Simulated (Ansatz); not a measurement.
# NaI: pressure against volume

NaI, Fm-3m, a = 6.528 Å. Ansatz: PBE, PAW, 420 eV, Γ-centred 6×6×6 mesh on 2 atoms, Gaussian smearing 0.02 eV; no spin polarisation. Symmetry fixes shape and atoms, so the cell is only scaled; pressure is positive in compression.

```
V (Å³/atom) P (GPa)
     30.604        ?
     31.647     1.79
     32.690     1.09
     33.733     0.50
     34.777     0.01
     35.820    -0.41
     36.863    -0.76
     38.254    -1.15
```

Take V0 = 34.777 Å³/atom, count pressures from its P0 = 0.01 GPa, fit the third-order Birch–Murnaghan form to the other rows, and predict the missing pressure.

With the Eulerian strain f = ½[(V0/V)^(2/3) − 1] and y = (P − P0)/[3f(1 + 2f)^(5/2)], the form is the line y = B0 + 1.5 B0 (B0′ − 4) f. Rows (f, y): 0.03245, 15.62; 0.02106, 15.42; 0.01026, 15.13; -0.00975, 15.08; -0.01905, 14.85; -0.03078, 14.72. Means f = 0.0006983, y = 15.137; Σ(Δf)² = 0.003004, ΣΔfΔy = 0.04042; the slope is their ratio. y = 15.13 + 13.45 f GPa, so B0 = 15.1 GPa and B0′ = 4 + 2 × (13.45)/(3 × 15.13) = 4.59. At V = 30.604, f = 0.04448, y = 15.728 and P = 2.61 GPa. The run gave 2.63 GPa, so the fit is 0.02 GPa too low, a small miss on the scale of the series.